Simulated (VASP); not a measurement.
**A VASP 6.6.1 single-point calculation on Si**

INCAR

```
NELM = 120
LWAVE = .FALSE.
ALGO = Damped
NELECT = 8.1
NSW = 0
SIGMA = 0.01
IBRION = -1
TIME = 0.2
NBANDS = 11
LREAL = .FALSE.
ISMEAR = 0
ISIF = 2
GGA = CA
ENCUT = 520
EDIFF = 1E-7
LCHARG = .FALSE.
LASPH = .TRUE.
PREC = Accurate
```

KPOINTS

```
KPOINTS created by Atomic Simulation Environment
0
Gamma
8 8 8
0 0 0
```

POSCAR

```
Si
 1.0000000000000000
     0.0000000000000000    2.7221188960354810    2.7221188960354810
     2.7221188960354810   -0.0000000000000000    2.7221188960354810
     2.7221188960354810    2.7221188960354810   -0.0000000000000000
 Si
   2
Cartesian
 -0.0000000000000000  0.0000000000000000 -0.0000000000000000
  1.3610594480177407  1.3610594480177407  1.3610594480177407
```

The recommended LDA PAW datasets give the neutral cell 8 valence electrons.

Command

```
mpirun -np 1 vasp_std
```

OSZICAR

```
N       E                     dE             d eps       ncg     rms           ort
DAV:   1     0.193446759141E+02    0.19345E+02   -0.36687E+03   319   0.665E+02
DAV:   2    -0.679556925125E+01   -0.26140E+02   -0.24835E+02   319   0.110E+02
DAV:   3    -0.105003113492E+02   -0.37047E+01   -0.35334E+01   319   0.383E+01
DAV:   4    -0.112894726142E+02   -0.78916E+00   -0.77400E+00   319   0.175E+01
DAV:   5    -0.114751857401E+02   -0.18571E+00   -0.18236E+00   319   0.722E+00
SDA:   6    -0.111325631270E+02    0.34262E+00   -0.55802E-01   319   0.279E+00   0.000E+00
DMP:   7    -0.111817984262E+02   -0.49235E-01   -0.55068E-01   319   0.165E+00   0.213E+00
DMP:   8    -0.112265555653E+02   -0.44757E-01   -0.31808E-01   319   0.699E-01   0.172E+00
DMP:   9    -0.112508040655E+02   -0.24249E-01   -0.13966E-01   319   0.273E-01   0.819E-01
DMP:  10    -0.112611477285E+02   -0.10344E-01   -0.62161E-02   319   0.146E-01   0.317E-01
...
DMP:  20    -0.112734613697E+02   -0.16595E-04   -0.10140E-04   319   0.228E-04   0.536E-04
DMP:  21    -0.112734688603E+02   -0.74906E-05   -0.48811E-05   319   0.123E-04   0.234E-04
DMP:  22    -0.112734725219E+02   -0.36616E-05   -0.26845E-05   319   0.726E-05   0.119E-04
DMP:  23    -0.112734745924E+02   -0.20706E-05   -0.15679E-05   319   0.413E-05   0.714E-05
DMP:  24    -0.112734758037E+02   -0.12112E-05   -0.85843E-06   319   0.209E-05   0.424E-05
DMP:  25    -0.112734764527E+02   -0.64906E-06   -0.42075E-06   319   0.968E-06   0.219E-05
DMP:  26    -0.112734767619E+02   -0.30919E-06   -0.19512E-06   319   0.464E-06   0.985E-06
DMP:  27    -0.112734769031E+02   -0.14122E-06   -0.97217E-07   319   0.255E-06   0.445E-06
DMP:  28    -0.112734769755E+02   -0.72366E-07   -0.55331E-07   319   0.151E-06   0.241E-06
   1 F= -.11273477E+02 E0= -.11273347E+02  d E =-.260763E-03
```

From OUTCAR

```
k-points           NKPTS =     29   k-points in BZ     NKDIM =     29   number of bands    NBANDS=     11

   NELECT =       8.1000    total number of electrons

   dimension x,y,z NGX =    30 NGY =   30 NGZ =   30
   dimension x,y,z NGXF=    60 NGYF=   60 NGZF=   60

  energy-cutoff  :      520.00
  volume of cell :       40.34
      direct lattice vectors                 reciprocal lattice vectors
     0.000000000  2.722118896  2.722118896    -0.183680441  0.183680441  0.183680441
     2.722118896  0.000000000  2.722118896     0.183680441 -0.183680441  0.183680441
     2.722118896  2.722118896  0.000000000     0.183680441  0.183680441 -0.183680441

 k-points in reciprocal lattice and weights: KPOINTS created by Atomic Simulation Env
   0.00000000  0.00000000  0.00000000       0.002
   0.12500000  0.00000000  0.00000000       0.016
   0.25000000  0.00000000  0.00000000       0.016
   0.37500000  0.00000000  0.00000000       0.016
   0.50000000  0.00000000  0.00000000       0.008
   0.12500000  0.12500000  0.00000000       0.012
   0.25000000  0.12500000  0.00000000       0.047
   0.37500000  0.12500000  0.00000000       0.047
   ...

 E-fermi :   6.4470

 k-point     1 :       0.0000    0.0000    0.0000
  band No.  band energies     occupation
      1      -6.2512      2.00000
      2       5.6613      2.00000
      3       5.6613      2.00000
      4       5.6613      2.00000
      5       8.1753      0.00000
      6       8.1753      0.00000
      7       8.1753      0.00000
      8       8.7847      0.00000
      9      13.2676      0.00000
     10      13.3775      0.00000
     11      13.3774      0.00000

 k-point     2 :       0.1250    0.0000    0.0000
  band No.  band energies     occupation
      1      -6.0482      2.00000
      2       4.0491      2.00000
      3       5.3733      2.00000
      4       5.3733      2.00000
      5       8.0533      0.00000
      6       8.5969      0.00000
      7       8.5969      0.00000
      8      10.1753      0.00000
      9      12.8718      0.00000
     10      12.8724      0.00000
     11      14.0738      0.00000

 k-point     3 :       0.2500    0.0000    0.0000
  band No.  band energies     occupation
      1      -5.4556      2.00000
      2       1.7277      2.00000
      3       4.9060      2.00000
      4       4.9060      2.00000
      5       7.5542      0.00000
      6       9.1106      0.00000
      7       9.1106      0.00000
      8      12.4568      0.00000
      9      12.8083      0.00000
     10      13.1691      0.00000
     11      15.9721      0.00000

 k-point     4 :       0.3750    0.0000    0.0000
  band No.  band energies     occupation
      1      -4.5655      2.00000
      2      -0.2832      2.00000
      3       4.5822      2.00000
      4       4.5822      2.00000
      5       7.1835      0.00000
      6       9.0560      0.00000
      7       9.0560      0.00000
      8      13.2909      0.00000
      9      14.1748      0.00000
     10      14.1748      0.00000
     11      15.0670      0.00000

 k-point     5 :       0.5000    0.0000    0.0000
  band No.  band energies     occupation
      1      -3.9281      2.00000
      2      -1.3028      2.00000
      3       4.4716      2.00000
      4       4.4716      2.00000
      5       7.0540      0.00000
      6       8.9452      0.00000
      7       8.9452      0.00000
      8      13.1296      0.00000
      9      16.1542      0.00000
     10      16.5076      0.00000
     11      16.8384      0.00000

 ...

  Total        0.3208247      0.3208247      0.3208247     -0.0000000      0.0000000     -0.0000000
  in kB       12.7416928     12.7416928     12.7416928     -0.0000000      0.0000000     -0.0000000
  external PRESSURE =      12.7416928 kB  Pullay stress =       0.0000000 kB

 POSITION                                       TOTAL-FORCE (eV/Angst)
 -----------------------------------------------------------------------------------
      0.00000      0.00000      0.00000         0.000000      0.000000      0.000000
      1.36106      1.36106      1.36106        -0.000000     -0.000000     -0.000000
 -----------------------------------------------------------------------------------
    total drift:                               -0.000000     -0.000000     -0.000000

  FREE ENERGIE OF THE ION-ELECTRON SYSTEM (eV)
  ---------------------------------------------------
  free  energy   TOTEN  =       -11.2734769755 eV

  energy  without entropy=      -11.2732162129  energy(sigma->0) =      -11.27334659
```

It converged. Results: pressure 1.3 GPa.

The cell is charged and sits in a uniform background.

For comparison, a separate LDA run of the intended cell, on usual settings and not on those above, gives a gap of 0.53 eV on its mesh and a pressure of -2.1 GPa.

The run above took about 8.4 s on one core of a shared host (Intel Xeon 6975P-C) and held 0.14 GiB at most.
